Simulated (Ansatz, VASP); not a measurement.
# GaN in two plane-wave programs, part 2 of 2

One calculation is typed for both programs; each brings its own data sets and cutoff. How far apart do they land?

VASP 6.6.1 and Ansatz 0.2.0.

So far. Step 2 (VASP: band structure, PBE): The run ends at a pressure of 3.47 GPa.

### Step 6. Ansatz: single point, PBE

Level of this step: Ansatz beside VASP: Kohn-Sham DFT, plane waves, PBE (Ansatz).

With cell and atoms fixed, the geometry can't cause a difference; cores, projectors, grids and the points listed under the comparison can. The cell compared in this pair holds 23.57 Å³, against 22.89 Å³ for the pair before.

Input file input.yaml:

```yaml
crystal:
  lattice:
    - [0.0, 2.2758139458, 2.2758139458]
    - [2.2758139458, 0.0, 2.2758139458]
    - [2.2758139458, 2.2758139458, 0.0]
  atoms:
    - { symbol: Ga, position: [0.0, 0.0, 0.0] }
    - { symbol: "N", position: [0.25, 0.25, 0.25] }
hamiltonian:
  xc: pbe
  pseudopotentials: { kind: paw }
kpoints:
  mp_grid: { grid: [6, 6, 6] }
scf:
  occupations: { method: gaussian, width: 0.01 }
  n_extra_bands: 4
output:
  forces: true
  stress: true
  eigenvalues: true
  write_density: true
  write_potential: true
  elf: true
  volumetric_format: npy
```

Started as:

```
ansatz run input.yaml --threads 2 --pin off --max-ram 4608MiB --backend cpu --events-out ev --progress --plain --runs-dir out
```

Numbers of over 12 decimals in the logs are rounded to 6 here.

The log of the run:

```text
[...]
Crystal: 2 atoms, lattice volume = 23.574 Å³
Basis set: ecut = 420 eV, 459 PW (Γ), exchange–correlation on 48×48×48 points (8 copies of the dense FFT grid, shifted against one another)
Bands: 13, of which v1, the nominal top of the filled ones, is band 9 counted from 1 (8 counted from 0)
Symmetry: 24 space group operations
[...]
k-points: 16 of 216 (time reversal used)
[...]
--- Band table (eV; the first three rows and the last of 16) ---
  k-point 0: bands = [... 5 lower, -3.9681, 9.2128, 9.2128, 9.2128, 10.7383, 19.3337, 19.3337, 19.3337]
  k-point 1: bands = [... 5 lower, -3.9693, 6.9368, 8.9513, 8.9513, 12.3699, 18.2943, 19.6775, 19.6775]
  k-point 2: bands = [... 5 lower, -3.4441, 3.9598, 8.4883, 8.4883, 13.4795, 17.6895, 19.6684, 19.6684]
  k-point 15: bands = [... 5 lower, -2.0741, 3.4940, 5.9035, 5.9147, 14.4587, 16.8652, 20.3155, 20.3589]
[key lines of the parts left out:]
SCF converged after 6 iterations
Free energy (F): -4167.903017 eV
Fermi energy:    9.975588 eV
P = ⅓ Tr σ = -0.4070 GPa (-4.070 kbar)
```

Wall time 1.1 s (2 threads of Arm Neoverse N1, shared host); peak memory 0.25 GiB; 1.7 s of CPU time.

The run ends at a pressure of -0.41 GPa.

### Step 7. VASP: single point, PBE

The same cell, functional, mesh and smearing now go to VASP, with its own data sets and cutoff.

Input file INCAR:

```
SYSTEM = GaN
PREC = Accurate
ENCUT = 450
EDIFF = 1E-08
NELM = 100
ISMEAR = 0
SIGMA = 0.01
LREAL = .FALSE.
ALGO = Normal
GGA = PE
NBANDS = 15
LORBIT = 11
LWAVE = .TRUE.
LCHARG = .FALSE.
KPAR = 8
```

Input file POSCAR:

```
GaN
1.0
    0.0000000000      2.2758139458      2.2758139458
    2.2758139458      0.0000000000      2.2758139458
    2.2758139458      2.2758139458      0.0000000000
Ga N
1 1
Direct
    0.0000000000      0.0000000000      0.0000000000
    0.2500000000      0.2500000000      0.2500000000
```

Input file KPOINTS:

```
Automatic mesh
0
Gamma
6 6 6
0 0 0
```

Potentials, in the order of the species: Ga_d_GW and N_GW (PBE family, release 64).

Started as:

```
mpirun -np 8 vasp_std
```

The log of the run:

```text
[banner, memory and clock lines left out]
running    8 mpi-ranks, on    1 nodes
[...]
[... a notice as in an earlier step ...]

 LDA part: xc-table for (Slater+PW92), standard interpolation
 POSCAR, INCAR and KPOINTS ok, starting setup
[...]
entering main loop
       N       E                     dE             d eps       ncg     rms          rms(c)
DAV:   1     0.106646383837E+03    0.10665E+03   -0.10570E+04   552   0.174E+03
DAV:   2    -0.724873072275E+01   -0.11390E+03   -0.10802E+03   522   0.341E+02
DAV:   3    -0.139824538934E+02   -0.67337E+01   -0.66996E+01   585   0.946E+01
DAV:   4    -0.140941584821E+02   -0.11170E+00   -0.11169E+00   557   0.136E+01
[...]
DAV:  12    -0.121359956822E+02   -0.14941E-05   -0.67952E-06   536   0.330E-02    0.260E-03
DAV:  13    -0.121359955631E+02    0.11913E-06   -0.46434E-07   711   0.899E-03    0.338E-04
DAV:  14    -0.121359955713E+02   -0.82059E-08   -0.15645E-08   494   0.207E-03
   1 F= -.12135996E+02 E0= -.12135996E+02  d E =-.162238E-78
 writing wavefunctions
```

OUTCAR, selected parts (step 7):

```text
  Total       -0.2634978     -0.2634978     -0.2634978      0.0000000     -0.0000000      0.0000000
  in kB      -17.9080095    -17.9080095    -17.9080095      0.0000000     -0.0000000      0.0000000
  external PRESSURE =     -17.9080095 kB  Pullay stress =       0.0000000 kB

 POSITION                                       TOTAL-FORCE (eV/Angst)
 -----------------------------------------------------------------------------------
      0.00000      0.00000      0.00000        -0.000000      0.000000     -0.000000
      1.13791      1.13791      1.13791         0.000000     -0.000000      0.000000
 -----------------------------------------------------------------------------------
    total drift:                                0.000018      0.000018      0.000018

  FREE ENERGIE OF THE ION-ELECTRON SYSTEM (eV)
  ---------------------------------------------------
  free  energy   TOTEN  =       -12.1359955713 eV

  energy  without entropy=      -12.1359955713  energy(sigma->0) =      -12.13599557

[... 1 part as in an earlier step ...]

[... 2 further parts left out ...]
[key lines of the parts left out:]
E-fermi :   4.9202
```

The gap is read on the k-mesh alone, so it is an upper bound where the band edges lie off the mesh.

### Step 8. Comparison

Both answers:

```csv
quantity,Ansatz,VASP,difference
gap on the k mesh (eV),1.525,1.531,-0.005
```

Not compared: the pressure (VASP's GW data sets at this cutoff don't carry it). A gap on the mesh is an upper bound, since the band edges may lie between its points.

### Step 9. What the set-up changes

Further runs change the set-up of one program: Ansatz's method, potentials or start, or VASP's data sets, cutoff or form of LDA. The table gives Ansatz less VASP for each quantity, since a change that brings one quantity closer may part another.

```csv
run,gap on the k mesh (eV)
as above,-0.0055
Ansatz's all-electron LAPW method,0.011
Ansatz's larger PAW set (cutoff 1300 eV),0.011
norm-conserving potentials (cutoff 1240 eV),0.014
```

### Step 10. Summary of results

| Quantity | Value |
| --- | --- |
| difference in gap over the path points (band structure, PBE) | -0.0076 eV |
| difference in gap on the k mesh (single point, PBE) | -0.0055 eV |

In words: The difference in gap over the path points is -0.0076 eV (band structure, PBE), within the 0.08 eV picked in this series as the mark of a large difference. Band structure, PBE, Ansatz's all-electron LAPW method: the difference in gap over the path points goes from -0.0076 to 0.0097 eV. Band structure, PBE, Ansatz's larger PAW set (cutoff 1300 eV): the difference in gap over the path points goes from -0.0076 to 0.0092 eV. Band structure, PBE, norm-conserving potentials (cutoff 1240 eV): the difference in gap over the path points goes from -0.0076 to 0.014 eV. Single point, PBE, Ansatz's all-electron LAPW method: the difference in gap on the k mesh goes from -0.0055 to 0.011 eV. Single point, PBE, Ansatz's larger PAW set (cutoff 1300 eV): the difference in gap on the k mesh goes from -0.0055 to 0.011 eV. How closely two codes agree says nothing of how well the functional describes the real material.

[Lines on the potential files, build, host, timing and source positions are cut from VASP's logs without a mark.]

[Logs are printed without paths, hosts, clocks, repeated set-up lines and the standing remarks that a program may print on its own settings, such as how far it seeks lower states.]

[Hosts, paths, dates, database ids (printed as entryN), source tags and the programs' standing remarks are cut or masked in the printed files.]
